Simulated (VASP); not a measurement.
# WS2 in VASP: notebook

Runs on WS2. Level: PBE+D3(BJ). Tasks: single point.

All numbers are computed with VASP 6.6.1; they aren't measurements. Logs are shortened: lines on timing, memory, paths and dates and some standing lists are left out, and cuts for length are marked.

**1. Starting point**

The cell holds a slab with vacuum, 3 atoms: a = 3.273 Å, b = 3.273 Å, c = 16.034 Å, α = 90.00°, β = 90.00°, γ = 120.00°.

**2. Single point, PBE+D3(BJ)**

INCAR

```
ALGO = Normal
EDIFF = 1E-6
ENCUT = 520
GGA = PE
ISIF = 2
ISMEAR = 0
IVDW = 12
LASPH = T
LCHARG = F
LREAL = F
LWAVE = F
NBANDS = 20
NELM = 80
PREC = Accurate
SIGMA = 0.05
```

KPOINTS

```
k-points
0
Gamma
  12 12 2
```

POSCAR

```
WS2
1.0
    3.2732396973      0.0000000000      0.0000000000
   -1.6366198487      2.8347087306      0.0000000000
    0.0000000000      0.0000000000     16.0340436147
W S
1 2
Direct
    0.3333333333      0.6666666667      0.0000000000
    0.6666666667      0.3333333333      0.9079994900
    0.6666666667      0.3333333333      0.0920005100
```

Potentials or basis: VASP PAW PBE potentials, release 64 (W_sv, S).

On the command line:

```sh
$ cat potpaw_PBE.64/W_sv/POTCAR potpaw_PBE.64/S/POTCAR > POTCAR
$ mpirun -np 1 vasp_std > vasp.out
```

OUTCAR:

```text
EDIFF = 1E-6
   ENCUT = 520
   GGA = PE
   ISIF = 2
   ISMEAR = 0
   IVDW = 12
   LASPH = T
   LREAL = F
   NELM = 80
   PREC = Accurate
 IVDW          = 12

 ion  position               nearest neighbor table
   1  0.333  0.667  0.000-   2 2.40   3 2.40   2 2.40   3 2.40   2 2.40   3 2.40
   2  0.667  0.333  0.908-   1 2.40   1 2.40   1 2.40
   3  0.667  0.333  0.092-   1 2.40   1 2.40   1 2.40

  LATTYP: Found a hexagonal cell.
 ALAT       =     3.2732396973
 C/A-ratio  =     4.8985241221

  Lattice vectors:

 A1 = (   3.2732396973,   0.0000000000,   0.0000000000)
 A2 = (  -1.6366198487,   2.8347087306,   0.0000000000)
 A3 = (   0.0000000000,   0.0000000000,  16.0340436147)

Analysis of symmetry for initial positions (statically):
=====================================================================
 Subroutine PRICEL returns:
 Original cell was already a primitive cell.

 Routine SETGRP: Setting up the symmetry group for a
 hexagonal supercell.

 Subroutine GETGRP returns: Found 12 space group operations
 (whereof 12 operations were pure point group operations)
 out of a pool of 24 trial point group operations.

The static configuration has the point symmetry D_3h.

Analysis of symmetry for dynamics (positions and initial velocities):
=====================================================================
 Subroutine PRICEL returns:
 Original cell was already a primitive cell.

 Routine SETGRP: Setting up the symmetry group for a
 hexagonal supercell.

 Subroutine GETGRP returns: Found 12 space group operations
 (whereof 12 operations were pure point group operations)
 out of a pool of 24 trial point group operations.

The dynamic configuration has the point symmetry D_3h.

 Subroutine INISYM returns: Found 12 space group operations
 (whereof 12 operations are pure point group operations),
 and found     1 'primitive' translations

----------------------------------------------------------------------------------------

                                     Primitive cell

  volume of cell :     148.7748

  direct lattice vectors                    reciprocal lattice vectors
     3.273239697  0.000000000  0.000000000     0.305507721  0.176384965  0.000000000
    -1.636619849  2.834708731  0.000000000     0.000000000  0.352769930  0.000000000
     0.000000000  0.000000000 16.034043615     0.000000000  0.000000000  0.062367299

  length of vectors
     3.273239697  3.273239697 16.034043615     0.352769930  0.352769930  0.062367299

  position of ions in fractional coordinates (direct lattice)
     0.333333333  0.666666667  0.000000000
     0.666666667  0.333333333  0.907999490
     0.666666667  0.333333333  0.092000510

  ion indices of the primitive-cell ions
   primitive index   ion index
                 1           1
                 2           2
                 3           3

----------------------------------------------------------------------------------------

 KPOINTS: k-points

Automatic generation of k-mesh.
 Grid dimensions read from file:
 generate k-points for:   12   12    2

 Generating k-lattice:

  Cartesian coordinates                     Fractional coordinates (reciprocal lattice)
     0.025458977  0.014698747  0.000000000     0.083333333  0.000000000  0.000000000
     0.000000000  0.029397494  0.000000000     0.000000000  0.083333333  0.000000000
     0.000000000  0.000000000  0.031183650     0.000000000  0.000000000  0.500000000

  Length of vectors
     0.029397494  0.029397494  0.031183650

  Shift w.r.t. Gamma in fractional coordinates (k-lattice)
     0.000000000  0.000000000  0.000000000

 Subroutine IBZKPT returns following result:
 ===========================================

 Found     38 irreducible k-points:

 Following reciprocal coordinates:
            Coordinates               Weight
  0.000000  0.000000  0.000000      1.000000
  0.083333  0.000000  0.000000      6.000000
  0.166667 -0.000000  0.000000      6.000000
  0.250000  0.000000  0.000000      6.000000
  0.333333 -0.000000  0.000000      6.000000
  0.416667  0.000000  0.000000      6.000000
[... 16 lines left out ...]
  0.250000  0.000000  0.500000      6.000000
  0.333333 -0.000000  0.500000      6.000000
 [... further k-points ...]
   k-points           NKPTS =     38   k-points in BZ     NKDIM =     38   number of bands    NBANDS=     20
   number of dos      NEDOS =    301   number of ions     NIONS =      3
   total plane-waves  NPLWV =  69120
   dimension x,y,z NGX =    24 NGY =   24 NGZ =  120
   dimension x,y,z NGXF=    48 NGYF=   48 NGZF=  240
   ions per type =               1   2
   NGX,Y,Z   is equivalent  to a cutoff of  12.19, 12.19, 12.44 a.u.
   NGXF,Y,Z  is equivalent  to a cutoff of  24.38, 24.38, 24.88 a.u.
 SYSTEM =  unknown system
   PREC   = accura    normal or accurate (medium, high low for compatibility)
   ISTART =      0    job   : 0-new  1-cont  2-samecut
   ICHARG =      2    charge: 1-file 2-atom 10-const
   ISPIN  =      1    spin polarized calculation?
   LNONCOLLINEAR =      F non collinear calculations
   LSORBIT =      F    spin-orbit coupling
   LASPH  =      T    aspherical Exc in radial PAW
   ENCUT  =  520.0 eV  38.22 Ry    6.18 a.u.   6.09  6.09 29.81*2*pi/ulx,y,z
   NELM   =     80;   NELMIN=  2; NELMDL= -5     # of ELM steps
   EDIFF  = 0.1E-05   stopping-criterion for ELM
   LREAL  =      F    real-space projection
   EDIFFG = 0.1E-04   stopping-criterion for IOM
   NSW    =      0    number of steps for IOM
   IBRION =     -1    ionic relax: 0-MD 1-quasi-New 2-CG
   NFREE  =      0    steps in history (QN), initial steepest desc. (CG)
   ISIF   =      2    stress and relaxation
   ISYM   =      2    0-nonsym 1-usesym 2-fastsym
   POTIM  = 0.5000    time-step for ionic-motion
   TEBEG  =    0.0;   TEEND  =   0.0 temperature during run
   PSTRESS=    0.0 pullay stress
   NELECT =      26.0000    total number of electrons
   NUPDOWN=      -1.0000    fix difference up-down
   EMIN   =  10.00;   EMAX   =-10.00  energy-range for DOS
   EFERMI =   0.00;   METHOD = LEGACY
   ISMEAR =     0;   SIGMA  =   0.05  broadening in eV -4-tet -1-fermi 0-gaus
   EFERMI_NEDOS =   21; number of points for ismear=-14 and -15
   IALGO  =     38    algorithm
   IMIX   =      4    mixing-type and parameters
     AMIX     =   0.40;   BMIX     =  1.00
     AMIX_MAG =   1.60;   BMIX_MAG =  1.00
  volume/ion in A,a.u.               =      49.59       334.66
  Fermi-wavevector in a.u.,A,eV,Ry     =   0.915285  1.729637 11.398226  0.837746
  Thomas-Fermi vector in A             =   2.040009
   LORBIT       =      0    0 simple, 1 ext, 2 COOP (PROOUT), +10 PAW based schemes
   GGA     = PE    functional components
   LHFCALC =     F    Hartree Fock is set to
   AEXX    =    0.0000 exact exchange contribution
   IVDW    =    12    specifies the selected vdW correction
   LEPSILON=     F    determine dielectric tensor
   LRPA    =     F    only Hartree local field effects (RPA)
 non-spin polarized calculation
 Gauss-broadening in eV      SIGMA  =   0.05
  energy-cutoff  :      520.00
  volume of cell :      148.77
 maximum number of plane-waves:      4056
   NGX = 13   NGY = 13   NGZ = 59

 number of electron      25.9999996 magnetization

 Free energy of the ion-electron system (eV)
  ---------------------------------------------------
  ext. energy  EPLUGINS =         0.00000000
  ---------------------------------------------------
  free energy    TOTEN  =       -23.51770750 eV

  energy without entropy =      -23.51770750  energy(sigma->0) =      -23.51770750

 E-fermi :  -0.5919     XC(G=0):  -4.6152

 val. band max:       -0.8059571021   @ k =   0.0000   0.0000   0.5000
 cond. band min:      -0.0944605954   @ k =   0.3333   0.3333   0.5000
 fundamental gap:      0.7114965067
 Fermi energy:        -0.5918762121

 k-point     1 :       0.0000    0.0000    0.0000
  band No.  band energies     occupation
      1     -75.3748      2.00000
      2     -39.5689      2.00000
      3     -39.5304      2.00000
      4     -39.5304      2.00000
      5     -16.0792      2.00000
      6     -14.1291      2.00000
[... 12 lines left out ...]
     19       4.1545      0.00000
     20       4.3846      0.00000

 k-point     2 :       0.0833    0.0000    0.0000
  band No.  band energies     occupation
      1     -75.3741      2.00000
      2     -39.5657      2.00000
      3     -39.5481      2.00000
      4     -39.5346      2.00000
      5     -15.9744      2.00000
      6     -14.1009      2.00000
[... 12 lines left out ...]
     19       4.3688      0.00000
     20       4.5120      0.00000

 k-point     3 :       0.1667   -0.0000    0.0000
  band No.  band energies     occupation
      1     -75.3720      2.00000
      2     -39.5961      2.00000
      3     -39.5571      2.00000
      4     -39.5458      2.00000
      5     -15.6776      2.00000
      6     -14.0216      2.00000
[... 12 lines left out ...]
     19       4.8759      0.00000
     20       5.2418      0.00000

 k-point     4 :       0.2500    0.0000    0.0000
  band No.  band energies     occupation
      1     -75.3691      2.00000
      2     -39.6610      2.00000
      3     -39.5610      2.00000
      4     -39.5452      2.00000
      5     -15.2423      2.00000
      6     -13.9067      2.00000
[... 12 lines left out ...]
     19       5.4323      0.00000
     20       6.1236      0.00000

 k-point     5 :       0.3333   -0.0000    0.0000
  band No.  band energies     occupation
      1     -75.3663      2.00000
      2     -39.7250      2.00000
      3     -39.5762      2.00000
      4     -39.5333      2.00000
      5     -14.7616      2.00000
      6     -13.7829      2.00000
[... 12 lines left out ...]
     19       6.0067      0.00000
     20       6.0559      0.00000

 k-point     6 :       0.4167    0.0000    0.0000
  band No.  band energies     occupation
      1     -75.3642      2.00000
      2     -39.7715      2.00000
      3     -39.5873      2.00000
      4     -39.5246      2.00000
      5     -14.3696      2.00000
      6     -13.6856      2.00000
[... 12 lines left out ...]
     19       6.4257      0.00000
     20       6.5115      0.00000

 k-point     7 :       0.5000    0.0000    0.0000
  band No.  band energies     occupation
      1     -75.3634      2.00000
      2     -39.7884      2.00000
      3     -39.5914      2.00000
      4     -39.5214      2.00000
      5     -14.2149      2.00000
      6     -13.6483      2.00000
[... 12 lines left out ...]
     19       6.5373      0.00000
     20       6.8994      0.00000
[... 277 lines left out ...]
 k-point    20 :       0.0000    0.0000    0.5000
  band No.  band energies     occupation
      1     -75.3748      2.00000
      2     -39.5689      2.00000
      3     -39.5305      2.00000
      4     -39.5305      2.00000
      5     -16.0792      2.00000
      6     -14.1291      2.00000
[... 12 lines left out ...]
     19       4.1040      0.00000
     20       4.4002      0.00000

 k-point    21 :       0.0833    0.0000    0.5000
  band No.  band energies     occupation
      1     -75.3741      2.00000
      2     -39.5657      2.00000
      3     -39.5481      2.00000
      4     -39.5346      2.00000
      5     -15.9744      2.00000
      6     -14.1009      2.00000
[... 12 lines left out ...]
     19       4.2332      0.00000
     20       4.6091      0.00000

 k-point    22 :       0.1667   -0.0000    0.5000
  band No.  band energies     occupation
      1     -75.3720      2.00000
      2     -39.5961      2.00000
      3     -39.5571      2.00000
      4     -39.5458      2.00000
      5     -15.6776      2.00000
      6     -14.0216      2.00000
[... 12 lines left out ...]
     19       4.6093      0.00000
     20       5.4155      0.00000

 k-point    23 :       0.2500    0.0000    0.5000
  band No.  band energies     occupation
      1     -75.3691      2.00000
      2     -39.6610      2.00000
      3     -39.5610      2.00000
      4     -39.5452      2.00000
      5     -15.2423      2.00000
      6     -13.9067      2.00000
[... 12 lines left out ...]
     19       5.2041      0.00000
     20       6.3764      0.00000

 k-point    24 :       0.3333   -0.0000    0.5000
  band No.  band energies     occupation
      1     -75.3663      2.00000
      2     -39.7250      2.00000
      3     -39.5762      2.00000
      4     -39.5333      2.00000
      5     -14.7616      2.00000
      6     -13.7829      2.00000
[... 12 lines left out ...]
     19       5.9274      0.00000
     20       6.1004      0.00000

 [... further k-points ...]

------------------------ aborting loop because EDIFF is reached ----------------------------------------

 Edisp (eV)   -0.88429

 E8    (eV) :    -0.3965

  FORCE on cell =-STRESS in cart. coord.  units (eV):
  Direction    XX          YY          ZZ          XY          YZ          ZX
  --------------------------------------------------------------------------------------
  -------------------------------------------------------------------------------------
  Total      -1.91742    -1.91742     3.81132     0.00000     0.00000    -0.00000
  in kB     -20.64896   -20.64896    41.04469     0.00000     0.00000    -0.00000
  external pressure =       -0.08 kB  Pullay stress =        0.00 kB

 VOLUME and BASIS-vectors are now :
 -----------------------------------------------------------------------------
  energy-cutoff  :      520.00
  volume of cell :      148.77
      direct lattice vectors                 reciprocal lattice vectors
     3.273239697  0.000000000  0.000000000     0.305507721  0.176384965  0.000000000
    -1.636619849  2.834708731  0.000000000     0.000000000  0.352769930  0.000000000
     0.000000000  0.000000000 16.034043615     0.000000000  0.000000000  0.062367299

 POSITION                                       TOTAL-FORCE (eV/Angst)
 -----------------------------------------------------------------------------------
     -0.00000      1.88981      0.00000         0.000000      0.000000      0.000000
      1.63662      0.94490     14.55890         0.000000     -0.000000     -1.305964
      1.63662      0.94490      1.47514        -0.000000      0.000000      1.305964
 -----------------------------------------------------------------------------------
    total drift:                               -0.000000      0.000000     -0.000000

  FREE ENERGIE OF THE ION-ELECTRON SYSTEM (eV)
  ---------------------------------------------------
  free  energy   TOTEN  =       -24.4019932118 eV

  energy  without entropy=      -24.4019932118  energy(sigma->0) =      -24.40199321
```

Run time: 92 s. Hardware: 1 thread of Intel Xeon Platinum 8375C at 2.90GHz (Ice Lake), shared host; peak memory 0.3 GiB.

Results:

```
Free energy                : -24.4020 eV
Largest force              : 1.306 eV/Å
Band gap on the k mesh     : 0.71 eV, indirect (least direct gap 1.35 eV)
Dispersion energy per atom : -0.295 eV
```

Forces in eV/Å, atoms in the order of the input:
```
W    0.000  0.000  0.000
S    0.000  0.000 -1.306
S    0.000  0.000  1.306
```

Caveat: spin-orbit coupling is left out, which moves the levels of the heavy elements. PBE gaps usually lie below the measured ones, often by a third to a half.

**3. Single point, PBE+D3(BJ)**

This run uses another cell than the first one, of the same volume but with other edges.

INCAR

```
PREC     = Accurate       # precision mode
ENCUT    = 520            # plane-wave cutoff, eV
EDIFF    = 1E-6           # SCF threshold, eV
ISMEAR   = 0              # smearing method
SIGMA    = 0.05           # smearing width, eV
LREAL    = F              # projectors in reciprocal space
LASPH    = T              # aspherical terms in the spheres
NELM     = 100            # most SCF steps
ALGO     = Normal         # electronic algorithm
ISIF     = 2              # what is computed and relaxed
LWAVE    = F              # write WAVECAR
LCHARG   = T              # write CHGCAR
GGA      = PE             # functional
IVDW     = 12             # dispersion correction
LELF     = T              # ELF
LVHAR    = T            
NBANDS   = 20             # bands
```

KPOINTS

```
regular mesh
0
Gamma
  12 12 2
```

POSCAR

```
WS2
1.0
    3.2271315881      0.0000000000      0.0000000000
   -1.6135657940      2.7947779366      0.0000000000
    0.0000000000      0.0000000000     16.4954941870
W S
1 2
Direct
    0.3333333333      0.6666666667      0.0000000000
    0.6666666667      0.3333333333      0.9079994900
    0.6666666667      0.3333333333      0.0920005100
```

Potentials or basis: VASP PAW PBE potentials, release 64 (W_sv, S).

On the command line:

```sh
$ cat potpaw_PBE.64/W_sv/POTCAR potpaw_PBE.64/S/POTCAR > POTCAR
$ mpirun -np 1 vasp_std > vasp.out
```

It took 1.7 min on 1 thread of Intel Xeon Platinum 8375C at 2.90GHz (Ice Lake), shared host; peak memory 0.31 GiB.

It converged, with:

* Free energy: -24.5315 eV
* Largest force: 0.718 eV/Å
* Band gap on the k mesh: 1.25 eV, indirect (least direct gap 1.56 eV)
* Dispersion energy per atom: -0.301 eV

Forces on the atoms (eV/Å):
```
W    0.000  0.000  0.000
S    0.000  0.000 -0.718
S    0.000  0.000  0.718
```

Levels at points of the mesh, in eV from the valence-band top:
| k point | band 10 | band 11 | band 12 | band 13 | band 14 | band 15 | band 16 | band 17 |
| --- | --- | --- | --- | --- | --- | --- | --- | --- |
| (0.00, 0.00, 0.00) | -2.13 | -2.13 | -2.09 | 0.00 | 2.55 | 2.55 | 2.86 | 2.86 |
| (0.50, 0.00, 0.00) | -3.83 | -2.16 | -1.76 | -1.13 | 2.37 | 2.87 | 3.87 | 4.58 |
| (0.00, 0.00, 0.50) | -2.13 | -2.13 | -2.09 | 0.00 | 2.55 | 2.55 | 2.86 | 2.86 |
| (0.50, 0.00, 0.50) | -3.83 | -2.16 | -1.76 | -1.13 | 2.37 | 2.87 | 3.87 | 4.58 |

Caveat: spin-orbit coupling is left out, which moves the levels of the heavy elements.

**4. Single point, PBE+D3(BJ)**

This run uses another cell than the first one, of the same volume but with other edges.

INCAR

```
PREC = Accurate
ENCUT = 520
EDIFF = 1E-6
ISMEAR = 0
SIGMA = 0.05
LREAL = False
LASPH = True
NELM = 100
ALGO = Normal
ISIF = 2
LWAVE = False
LCHARG = True
GGA = PE
IVDW = 12
LELF = True
LVHAR = True
NBANDS = 20
```

KPOINTS is that of step 3.

POSCAR

```
WS2
1.0
    3.0839655899      0.0000000000      0.0000000000
   -1.5419827949      2.6707925452      0.0000000000
    0.0000000000      0.0000000000     18.0625737141
W S
1 2
Direct
    0.3333333333      0.6666666667      0.0000000000
    0.6666666667      0.3333333333      0.9079994900
    0.6666666667      0.3333333333      0.0920005100
```

On the command line:

```sh
$ cat potpaw_PBE.64/W_sv/POTCAR potpaw_PBE.64/S/POTCAR > POTCAR
$ mpirun -np 1 vasp_std > vasp.out
```

It took 1.8 min on 1 thread of Intel Xeon Platinum 8375C at 2.90GHz (Ice Lake), shared host; peak memory 0.33 GiB.

The run converged. Its results:

```
Free energy                : -24.4742 eV
Largest force              : 1.084 eV/Å
Band gap on the k mesh     : 1.62 eV, indirect (least direct gap 2.43 eV)
Dispersion energy per atom : -0.321 eV
```

Forces in eV/Å, atoms in the order of the input:
```
W    0.000  0.000  0.000
S    0.000  0.000  1.084
S    0.000  0.000 -1.084
```

Levels at points of the mesh, in eV from the valence-band top:
```tsv
k point	band 10	band 11	band 12	band 13	band 14	band 15	band 16	band 17
(0.00, 0.00, 0.00)	-2.33	-1.08	-1.08	-0.71	2.99	2.99	3.09	3.09
(0.50, 0.00, 0.00)	-3.06	-2.59	-1.08	-0.86	3.31	3.36	3.89	4.54
(0.00, 0.00, 0.50)	-2.33	-1.08	-1.08	-0.71	2.99	2.99	3.09	3.09
(0.50, 0.00, 0.50)	-3.06	-2.59	-1.08	-0.86	3.31	3.36	3.89	4.54
```

Caveat: spin-orbit coupling is left out, which moves the levels of the heavy elements.
